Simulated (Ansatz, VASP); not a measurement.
W: VASP beside Ansatz

```xyz
1
Lattice="-0.0152 2.0300 2.0300 2.0300 -0.0152 2.0300 2.0148 2.0148 0.0000" Properties=species:S:1:pos:R:3 pbc="T T T"
W     0.0000    0.0000    0.0000
```

Change from the starting cell: xy shear strain of -1.5 %, crystal datasets.

Alike in both runs: task electric field gradients; functional PBE; k mesh 14 × 14 × 14; occupations fermi-dirac, width 0.05 eV; no spin polarisation.

```csv
,VASP,Ansatz
version,VASP 6.6.1,Ansatz 0.2.0
potentials or method,"VASP PAW PBE potentials, release 64 (W_sv), cutoff 520 eV","all-electron PAW with datasets made for the crystal, scalar-relativistic"
```

```csv
,VASP,Ansatz,Ansatz less VASP
pressure (GPa),-4.2,-4.5,-0.32
largest component of the traceless stress (GPa),2.47,2.45,-0.023
Vzz of the field gradient on the site that differs most (V/Å²),4.9,7.3,+2.36
```

Ansatz ran all-electron here, so the differences hold the error of VASP's frozen core and of both bases. Ansatz warned: «gradients_without_spin_orbit».

The runs have no spin-orbit coupling, so splittings on W are missing.
